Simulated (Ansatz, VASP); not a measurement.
## One calculation of PbO, two programs

The input INCAR:

```
PREC = Accurate ; ENCUT = 520
EDIFF = 1E-6 ; ISMEAR = 0
SIGMA = 0.01 ; LREAL = False
LASPH = True ; NELM = 100
ALGO = Normal ; ISIF = 2
LWAVE = False ; LCHARG = False
GGA = PE ; NBANDS = 28
```

File KPOINTS:

```
regular mesh
0
Gamma
  6 6 4
```

The input POSCAR:

```
PbO
1.0
    4.3888359712      0.0000000000      0.0000000000
   -2.1944179856      3.8008434441      0.0000000000
    0.0000000000      0.0000000000      5.4376518474
Pb O
2 2
Direct
    0.3333333333      0.6666666667      0.2500000000
    0.6666666667      0.3333333333      0.7500000000
    0.6666666667      0.3333333333      0.2500000000
    0.3333333333      0.6666666667      0.7500000000
```

Input for Ansatz:

```yaml
crystal:
  lattice:
    - [4.3888359712, 0.0, 0.0]
    - [-2.1944179856, 3.8008434441, 0.0]
    - [0.0, 0.0, 5.4376518474]
  atoms:
    - { symbol: Pb, position: [0.3333333333, 0.6666666667, 0.25] }
    - { symbol: Pb, position: [0.6666666667, 0.3333333333, 0.75] }
    - { symbol: O, position: [0.6666666667, 0.3333333333, 0.25] }
    - { symbol: O, position: [0.3333333333, 0.6666666667, 0.75] }
kpoints:
  mp_grid: { grid: [6, 6, 4] }
hamiltonian:
  xc: pbe
scf:
  occupations: { method: fixed }
  n_extra_bands: 5
output:
  forces: true
  stress: true
  eigenvalues: true
```

Alike in both runs: task single point; functional PBE; k mesh 6 × 6 × 4; no spin polarisation.

|  | VASP | Ansatz |
| --- | --- | --- |
| version | VASP 6.6.1 | Ansatz 0.2.0 |
| potentials or method | VASP PAW PBE potentials, release 64 (Pb_d, O) | plane waves, PAW |
| plane-wave cutoff (eV) | 520 | 420 |
| occupations | gaussian, width 0.01 eV | fixed |
| valence electrons in the cell | 40 | 40 |

```tsv
	VASP	Ansatz	Ansatz less VASP
gap on the k mesh at the Fermi level (eV)	1.35	1.35	0.000
pressure (GPa)	-3.6	-3.6	+0.06
largest component of the traceless stress (GPa)	0.19	0.20	+0.019
```

Caveats: spin-orbit coupling is left out, which as a rule narrows the gap of such compounds by several tenths of an eV. A k mesh can miss the band edges.
